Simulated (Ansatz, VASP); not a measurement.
One calculation of BN, two programs

The input INCAR:

```
SYSTEM = BN
PREC     = Accurate       ! precision mode
ENCUT    = 520            ! plane-wave cutoff, eV
EDIFF    = 1E-7           ! SCF threshold, eV
ISMEAR   = 0              ! smearing method
SIGMA    = 0.05           ! smearing width, eV
LREAL    = .FALSE.        ! projectors in reciprocal space
LASPH    = .TRUE.         ! aspherical terms in the spheres
NELM     = 100            ! most SCF steps
ALGO     = Normal         ! electronic algorithm
ISIF     = 2              ! what is computed and relaxed
LWAVE    = .FALSE.        ! write WAVECAR
LCHARG   = .FALSE.        ! write CHGCAR
GGA      = PE             ! functional
NBANDS   = 16             ! bands
```

Contents of KPOINTS:

```
Automatic mesh
0
G
  12 12 6
  0 0 0
```

File POSCAR:

```
BN
1.0
    2.4779426931      0.0000000000      0.0000000000
   -1.2389713465      2.1459613213      0.0000000000
    0.0000000000      0.0000000000      4.3512499713
B N
2 2
Direct
    0.6666666667      0.3333333333      0.9998058547
    0.3333333333      0.6666666667      0.4998058547
    0.6666666667      0.3333333333      0.6251941453
    0.3333333333      0.6666666667      0.1251941453
```

Input for Ansatz:

```yaml
crystal:
  lattice:
    - [2.4779426931, 0.0, 0.0]
    - [-1.2389713465, 2.1459613213, 0.0]
    - [0.0, 0.0, 4.3512499713]
  atoms:
    - { symbol: B, position: [0.6666666667, 0.3333333333, 0.9998058547] }
    - { symbol: B, position: [0.3333333333, 0.6666666667, 0.4998058547] }
    - { symbol: "N", position: [0.6666666667, 0.3333333333, 0.6251941453] }
    - { symbol: "N", position: [0.3333333333, 0.6666666667, 0.1251941453] }
basis:
  ecutwfc: 420
kpoints:
  mp_grid: { grid: [12, 12, 6] }
hamiltonian:
  xc: pbe
scf:
  occupations: { method: gaussian, width: 0.05 }
output:
  forces: true
  stress: true
  eigenvalues: true
```

Change from the starting cell: strain -0.030 along x and y, +0.030 along z, atoms carried along.

Alike in both runs: task single point; functional PBE; k mesh 12 × 12 × 6; occupations gaussian, width 0.05 eV; no spin polarisation.

|  | VASP | Ansatz |
| --- | --- | --- |
| version | VASP 6.6.1 | Ansatz 0.2.0 |
| potentials or method | VASP PAW PBE potentials, release 64 (B, N) | scalar-relativistic, plane waves, PAW |
| plane-wave cutoff (eV) | 520 | 420 |
| valence electrons in the cell | 16 | 16 |

```tsv
	VASP	Ansatz	Ansatz less VASP
gap on the k mesh at the Fermi level (eV)	4.93	4.94	+0.013
least direct gap on the mesh (eV)	6.73	6.73	+0.002
pressure (GPa)	14.3	14.0	-0.33
largest component of the traceless stress (GPa)	39.72	39.42	-0.309
rms of the force components (eV/Å)	0.001	0.008	+0.0068
```

Atom by atom the forces differ by 0.008 eV/Å (rms over components). With one functional, cell and mesh, what is left measures potentials, basis and numerics.

A k mesh can miss the band edges.
